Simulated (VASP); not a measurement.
Write the native input for VASP 6.6.1 that does the following.

```yaml
Task: single point
Functional: PBEsol
Potentials_or_basis: VASP PAW PBE potentials, release 64 (Ti_sv, O)
Cutoff: 520 eV
k_mesh: 7 × 7 × 6
Occupations: gaussian, width 0.05 eV
Spin: collinear spin, ferromagnetic start
Starting_moments: "[1.0, 0.0] μB"
Fixed_moment: 4 μB
Hubbard_terms: Ti d U = 4 eV
Further_INCAR_settings: ALGO = Normal; EDIFF = 1e-06
```

The structure of TiO lies in POSCAR:

```
TiO
1.0
    3.0094341500      0.0000000000      0.0000000000
   -1.5047170800      2.6062464300      0.0000000000
    0.0000000000      0.0000000000      2.9370586300
Ti O
1 1
Direct
    0.0000000000      0.0000000000      0.0000000000
    0.6666666667      0.3333333333      0.5000000000
```

The cell comes from a database or a generator and needn't be the stable form of this composition.

These files were run (other wordings do the same):

INCAR

```
  ALGO = Normal
  EDIFF = 1E-6
  ENCUT = 520
  GGA = PS
  ISIF = 2
  ISMEAR = 0
  ISPIN = 2
  LASPH = True
  LCHARG = True
  LDAU = True
  LDAUJ = 0 0
  LDAUL = 2 -1
  LDAUPRINT = 1
  LDAUTYPE = 2
  LDAUU = 4 0
  LELF = True
  LMAXMIX = 4
  LORBIT = 11
  LREAL = False
  LVHAR = True
  LWAVE = False
  MAGMOM = 1 0
  NELM = 60
  NUPDOWN = 4
  PREC = Accurate
  SIGMA = 0.05
```

KPOINTS

```
k-points
0
Gamma
  7 7 6
```

Potentials or basis: VASP PAW PBE potentials, release 64 (Ti_sv, O).

Run with:

```sh
$ cat potpaw_PBE.64/Ti_sv/POTCAR potpaw_PBE.64/O/POTCAR > POTCAR
$ mpirun -np 1 vasp_std > vasp.out
```

It gave:

The pressure is 42.6 GPa and the net moment is 4.00 μB per cell. The site moments are Ti +2.25; O +0.90 μB and the valence electrons inside the program's atomic spheres are Ti 10.51; O 4.83.

Caveat: the moment is held away from its start; a pressure of tens of GPa on the cell as given is suspect, and the run, the potentials or the cell itself is likely at fault; the PAW data sets were made with another functional, which shifts forces and pressure a little; the total moment is fixed, so each spin has its own Fermi level.

Run time: 11 s on 1 thread of Intel(R) Xeon(R) 6975P-C (Granite Rapids), with other jobs on the host, peak memory 0.15 GiB.
